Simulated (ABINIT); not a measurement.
# A GW chain in ABINIT: CdS (Greenockite)

How does a plane-wave GW calculation on CdS (Greenockite) run from the first input to the gap?

Method: PBE and many-body steps on it, plane waves, in ABINIT 10.8.3.

The database entry behind the starting cell differs from later determinations by our own check (about 0.35 % long), so it need not match the best structure at ambient conditions.

## (1) The structure

Symmetry: P6_3mc, No. 186, hexagonal system. Conventional cell: a = 4.150 Å, b = 4.150 Å, c = 6.737 Å, α = 90.00°, β = 90.00°, γ = 120.00°. Nearest to Cd lie 4 S at 2.53 to 2.54 Å. Nearest to S lie 4 Cd at 2.53 to 2.54 Å. Farther neighbours and most contacts between anions are not listed.

The cell and positions come from the Crystallography Open Database and are kept as given unless a step says otherwise.

## (2) Ground state

This step: ABINIT 10.8.3; DFT, PBE with spin-orbit coupling, plane waves, norm-conserving pseudopotentials.

The ground-state density comes first.

run.abi reads:

```
acell 3*1.0 Angstrom
rprim 
  4.149999999997 0.000000000001 0.000000000000
  -2.074999999999 3.594005425702 0.000000000000
  0.000000000000 0.000000000000 6.737000000000
ntypat 2
znucl 48 16
natom 4
typat 1 1 2 2
xred 
  0.333333333333 0.666666666667 0.000000000000
  0.666666666667 0.333333333333 0.500000000000
  0.333333333333 0.666666666667 0.375000000000
  0.666666666667 0.333333333333 0.875000000000
pp_dirpath "pseudos"
pseudos "Cd.upf, S.upf"
ecut 47
nspinor 2
ngkpt 3 3 4
nshiftk 1
shiftk 0 0 0
kptopt 1
chksymbreak 0
nband 64
occopt 1
tolvrs 1e-08
nstep 60
prtwf 0
optforces 0
optstress 0
indata_prefix "in"
outdata_prefix "out"
tmpdata_prefix "tmp"
```

Launch:

```
$ OMP_NUM_THREADS=1 mpirun -n 8 abinit run.abi > log
```

Numbers of over 12 decimals in the logs are rounded to 6 here.

Output:

```text
.Version 10.8.3 of ABINIT. v10.8.2 released Aug 2026.

 Symmetries : space group P6_3 m c (#186); Bravais hP (primitive hexag.)
================================================================================
 Values of the parameters that define the memory need of the present run
     intxc =       0    ionmov =       0      iscf =       7    lmnmax =      18
     lnmax =      18     mgfft =      80  mpssoang =       5    mqgrid =    3929
     natom =       4  nloc_mem =       1    nspden =       1   nspinor =       2
    nsppol =       1      nsym =      12    n1xccc =    2501    ntypat =       2
    occopt =       1   xclevel =       2
-    mband =          64        mffmem =           1         mkmem =           2
       mpw =       10458          nfft =      200000          nkpt =           9
================================================================================
  Rough estimation (10% accuracy) of disk space for files :
================================================================================

--------------------------------------------------------------------------------
------------- Echo of variables that govern the present computation ------------
--------------------------------------------------------------------------------
 -outvars: echo values of preprocessed input variables --------
            acell      1.8897261259E+00  1.8897261259E+00  1.8897261259E+00 Bohr

      chksymbreak           0
             ecut      4.70000000E+01 Hartree
-          fftalg         312

              ixc     -101130
              kpt      0.00000000E+00  0.00000000E+00  0.00000000E+00
                       3.33333333E-01  0.00000000E+00  0.00000000E+00
                       3.33333333E-01  3.33333333E-01  0.00000000E+00
                       0.00000000E+00  0.00000000E+00  2.50000000E-01
                       3.33333333E-01  0.00000000E+00  2.50000000E-01
                       3.33333333E-01  3.33333333E-01  2.50000000E-01
                       0.00000000E+00  0.00000000E+00  5.00000000E-01
                       3.33333333E-01  0.00000000E+00  5.00000000E-01
                       3.33333333E-01  3.33333333E-01  5.00000000E-01
         kptrlatt        3    0    0      0    3    0      0    0    4
          kptrlen      2.35270903E+01
P           mkmem           2
            natom           4
            nband          64
            ngfft          50      50      80
             nkpt           9
          nspinor           2
            nstep          60
             nsym          12
           ntypat           2
              occ      1.000000  1.000000  1.000000  1.000000  1.000000  1.000000
                       1.000000  1.000000  1.000000  1.000000  1.000000  1.000000
                       1.000000  1.000000  1.000000  1.000000  1.000000  1.000000
                       1.000000  1.000000  1.000000  1.000000  1.000000  1.000000
                       1.000000  1.000000  1.000000  1.000000  1.000000  1.000000
                       1.000000  1.000000  1.000000  1.000000  1.000000  1.000000
                       1.000000  1.000000  1.000000  1.000000  1.000000  1.000000
                       1.000000  1.000000  1.000000  1.000000  1.000000  1.000000
                       1.000000  1.000000  1.000000  1.000000  0.000000  0.000000
                       0.000000  0.000000  0.000000  0.000000  0.000000  0.000000
                       0.000000  0.000000  0.000000  0.000000
        optforces           0
        optstress           0
            prtwf           0
            rprim      4.1500000000E+00  1.0000000000E-12  0.0000000000E+00
                      -2.0750000000E+00  3.5940054257E+00  0.0000000000E+00
                       0.0000000000E+00  0.0000000000E+00  6.7370000000E+00
          spgroup         186

           tolvrs      1.00000000E-08

             xred      3.3333333333E-01  6.6666666667E-01  0.0000000000E+00
[...]
znucl       48.00000   16.00000

================================================================================

 chkinp: Checking input parameters for consistency.

================================================================================
== DATASET  1 ==================================================================
-   mpi_nproc: 8, omp_nthreads: 1 (-1 if OMP is not activated)
-    --> not optimal distribution: autoparal keyword recommended in input file <--

--- !DatasetInfo
iteration_state: {dtset: 1, }
dimensions: {natom: 4, nkpt: 9, mband: 64, nsppol: 1, nspinor: 2, nspden: 1, mpw: 10458, }
cutoff_energies: {ecut:  47.0, pawecutdg:  -1.0, }
electrons: {nelect:   5.20000000E+01, charge:   0.00000000E+00, occopt:   1.00000000E+00, tsmear:   1.00000000E-02, }

 Real(R)+Recip(G) space primitive vectors, cartesian coordinates (Bohr,Bohr^-1):
 R(1)=  7.8423634  0.0000000  0.0000000  G(1)=  0.1275126  0.0736194  0.0000000
 R(2)= -3.9211817  6.7916859  0.0000000  G(2)=  0.0000000  0.1472388  0.0000000
 R(3)=  0.0000000  0.0000000 12.7310849  G(3)=  0.0000000  0.0000000  0.0785479
 Unit cell volume ucvol=  6.7809411E+02 bohr^3
 Angles (23,13,12)=  9.00000000E+01  9.00000000E+01  1.20000000E+02 degrees

 getcut: wavevector=  0.0000  0.0000  0.0000  ngfft=  50  50  80
         ecut(hartree)=     47.000   => boxcut(ratio)=   2.03615

[...]
2    1.541456   -0.655918    0.017961   -0.000027
  spin-orbit 1   -3.801853    0.411142    0.019680   -0.001553
  spin-orbit 2   -1.207204    0.051413    0.008713   -0.000403
 pspatm: atomic psp has been read  and splines computed

- S Generated using ONCVPSP code by D. R. Hamann
- 16.00000   6.00000  180416                  znucl, zion, pspdat
12 -101130 2 -1 1146                          pspcod,pspxc,lmax,lloc,mmax
     nproj     2     3     2     0
     spin-orbit psp
        nprojso     3     3     0
  pspatm : epsatm=    9.02154350
         --- l  ekb(1:nproj) -->
[...]
1    3.228904    0.888476    0.000329
[...]
spin-orbit 1    0.096764   -0.027776    0.009511
  spin-orbit 2    0.001615    0.000361   -0.000189
 pspatm: atomic psp has been read  and splines computed

   3.34958682E+03                                ecore*ucvol(ha*bohr**3)
--------------------------------------------------------------------------------

_setup2: Arith. and geom. avg. npw (full set) are   10433.861   10433.852

================================================================================

--- !BeginCycle
iteration_state: {dtset: 1, }
solver: {iscf: 7, nstep: 60, nline: 4, wfoptalg: 0, }
tolerances: {tolvrs: 1.00E-08, }

     iter   Etot(hartree)      deltaE(h)  residm     vres2
 ETOT  1  -367.37367148594    -3.674E+02 1.606E+00 1.341E+04
 ETOT  2  -369.90436997091    -2.531E+00 5.496E-02 2.173E+04
 ETOT  3  -372.43173765544    -2.527E+00 2.582E-02 2.850E+03
 ETOT  4  -372.65480684083    -2.231E-01 2.736E-02 1.030E+03
 ETOT  5  -372.75799779050    -1.032E-01 7.787E-03 1.483E+02
 ETOT  6  -372.77602798152    -1.803E-02 5.582E-03 2.651E-01
 ETOT  7  -372.77579812330     2.299E-04 1.880E-02 2.572E+00
 ETOT  8  -372.77612505975    -3.269E-04 6.398E-03 5.582E-02
 ETOT  9  -372.77612915170    -4.092E-06 4.015E-03 2.649E-02
 ETOT 10  -372.77613264499    -3.493E-06 5.185E-03 1.274E-05
 ETOT 11  -372.77613265086    -5.877E-09 9.128E-04 5.691E-07
 ETOT 12  -372.77613265100    -1.410E-10 3.109E-03 8.353E-08
 ETOT 13  -372.77613265103    -2.768E-11 7.208E-04 4.284E-09

 At SCF step   13       vres2   =  4.28E-09 < tolvrs=  1.00E-08 =>converged.

--- !ResultsGS
iteration_state: {dtset: 1, }
comment   : Summary of ground state results
lattice_vectors:
- [  7.8423634,   0.0000000,   0.0000000, ]
- [ -3.9211817,   6.7916859,   0.0000000, ]
- [  0.0000000,   0.0000000,  12.7310849, ]
lattice_lengths: [   7.84236,    7.84236,   12.73108, ]
lattice_angles: [ 90.000,  90.000, 120.000, ] # degrees, (23, 13, 12)
lattice_volume:   6.7809411E+02
convergence: {deltae: -2.768E-11, res2:  4.284E-09, residm:  7.208E-04, diffor:  0.000E+00, }
etotal    :  -3.72776133E+02
entropy   :   0.00000000E+00
fermie    :   1.57238399E-01
cartesian_stress_tensor: null
pressure_GPa: null
xred      :
- [  3.3333E-01,   6.6667E-01,   0.0000E+00, Cd]
- [  6.6667E-01,   3.3333E-01,   5.0000E-01, Cd]
- [  3.3333E-01,   6.6667E-01,   3.7500E-01,  S]
- [  6.6667E-01,   3.3333E-01,   8.7500E-01,  S]
cartesian_forces: null
force_length_stats: {min: null, max: null, mean: null, }

 Integrated electronic density in atomic spheres:
 ------------------------------------------------
 Atom  Sphere_radius  Integrated_density
[...]
4        2.00000          3.91594851
================================================================================

 ----iterations are completed or convergence reached----

 Mean square residual over all n,k,spin=   51.954E-07; max=  72.076E-05
 reduced coordinates (array xred) for    4 atoms
       0.333333333333      0.666666666667      0.000000000000
       0.666666666667      0.333333333333      0.500000000000
       0.333333333333      0.666666666667      0.375000000000
       0.666666666667      0.333333333333      0.875000000000
 rms dE/dt=  0.0000E+00; max dE/dt=  0.0000E+00; dE/dt below (all hartree)
    1       0.000000000000      0.000000000000      0.000000000000
    2       0.000000000000      0.000000000000      0.000000000000
    3       0.000000000000      0.000000000000      0.000000000000
    4       0.000000000000      0.000000000000      0.000000000000

 cartesian coordinates (angstrom) at end:
    1     -3.3e-13     2.396004     0.000000
    2      2.075000     1.198002     3.368500
    3     -3.3e-13     2.396004     2.526375
    4      2.075000     1.198002     5.894875
 length scales=  1.889726125908  1.889726125908  1.889726125908 bohr
              =  1.000000000000  1.000000000000  1.000000000000 angstroms
 prteigrs : about to open file out_EIG
 Fermi (or HOMO) energy (hartree) =   0.15724   Average Vxc (hartree)=  -0.34093
 Eigenvalues (hartree) for nkpt=   9  k points:
 kpt#   1, nband= 64, wtk=  0.02778, kpt=  0.0000  0.0000  0.0000 (reduced coord)
  -3.56603   -3.56603   -3.56603   -3.56603   -2.28393   -2.28393   -2.28392   -2.28392
  -2.07022   -2.07022   -2.07020   -2.07020   -2.07013   -2.07013   -2.07012   -2.07012
  -0.29508   -0.29508   -0.27941   -0.27941   -0.13592   -0.13592   -0.13574   -0.13574
  -0.13370   -0.13370   -0.12104   -0.12104   -0.11708   -0.11708   -0.11114   -0.11114
  -0.10602   -0.10602   -0.10565   -0.10565   -0.10014   -0.10014   -0.08934   -0.08934
  -0.00306   -0.00306    0.12800    0.12800    0.12955    0.12955    0.15439    0.15439
   0.15657    0.15657    0.15724    0.15724    0.19985    0.19985    0.25818    0.25818
   0.38525    0.38525    0.39788    0.39788    0.40747    0.40747    0.42885    0.42955
 prteigrs : prtvol=0 or 1, do not print more k-points.

--- !EnergyTerms
iteration_state     : {dtset: 1, }
comment             : Components of total free energy in Hartree
kinetic             :  1.30747051374323E+02
hartree             :  1.31018018747527E+02
xc                  : -5.48483767608811E+01
Ewald energy        : -1.97799265838709E+02
psp_core            :  4.93970785486471E+00
local_psp           : -3.98323637610222E+02
non_local_psp       :  1.14903695820661E+01
total_energy        : -3.72776132651031E+02
total_energy_eV     : -1.01437553288503E+04
band_energy         : -4.23427643077546E+01

== END DATASET(S) ==============================================================
================================================================================

 -outvars: echo values of variables after computation  --------
           etotal     -3.7277613265E+02
            nband          64
             nkpt           9
          spgroup         186
 [... the other variables as echoed above ...]

 Calculation completed.
```

Wall time 3 min (8 MPI ranks of Arm Neoverse V2, shared host); peak memory 1.1 GiB.

This step gave:

- total energy: -10143.7553 eV
- gap: 1.159 eV
- k of the valence top: 0, 0, 0
- k of the conduction bottom: 0, 0, 0
- least direct gap: 1.159 eV

The gap is direct, at Γ.

(Continued in part 2 of 3.)

[Paths, hosts, dates, memory and timing lines, banners, echoed tables and standing remarks are left out of the program output.]

[Logs are printed without paths, hosts, clocks, repeated set-up lines and the standing remarks that a program may print on its own settings, such as how far it seeks lower states.]

[Runs of the session that timed out or met a known fault of the program may be left out.]

[Hosts, paths, dates, database ids (printed as entryN), source tags and the programs' standing remarks are cut or masked in the printed files.]

[G0W0 gaps are taken among the corrected bands and points alone; a level outside them can change the order at an edge.]

[Where Ansatz stands beside ABINIT at settings called matched, ABINIT's density can come from a denser mesh and the files from another edition; pairs whose starting gaps differed by over 0.03 eV were left out, so agreement reads better than it is.]
